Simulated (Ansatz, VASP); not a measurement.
One calculation of HfO2, two programs

```
CELL_PARAMETERS angstrom
0.00000 2.54881 2.61253
2.54881 0.00000 2.61253
2.54881 2.54881 0.00000
ATOMIC_POSITIONS crystal
Hf 0.00000 0.00000 0.00000
O 0.25000 0.25000 0.25000
O 0.75000 0.75000 0.75000
```

Change from the starting cell: strain +0.000 along x and y, +0.025 along z, atoms carried along.

Alike in both runs: task single point; functional PBE; k mesh 8 × 8 × 8; occupations gaussian, width 0.05 eV; no spin polarisation.

|  | VASP | Ansatz |
| --- | --- | --- |
| version | VASP 6.6.1 | Ansatz 0.2.0 |
| potentials or method | VASP PAW PBE potentials, release 64 (Hf_pv, O) | scalar-relativistic, plane waves, PAW |
| plane-wave cutoff (eV) | 520 | 420 |
| valence electrons in the cell | 22 | 38 |

```csv
,VASP,Ansatz,Ansatz less VASP
gap on the k mesh at the Fermi level (eV),3.53,3.54,+0.012
least direct gap on the mesh (eV),3.57,3.57,-0.003
pressure (GPa),-9.1,-5.7,+3.40
largest component of the traceless stress (GPa),7.34,7.22,-0.123
```

The two sets of potentials don't hold the same shells in valence.

Caveats: spin-orbit coupling is left out, which moves the levels of the heavy elements. A k mesh can miss the band edges.
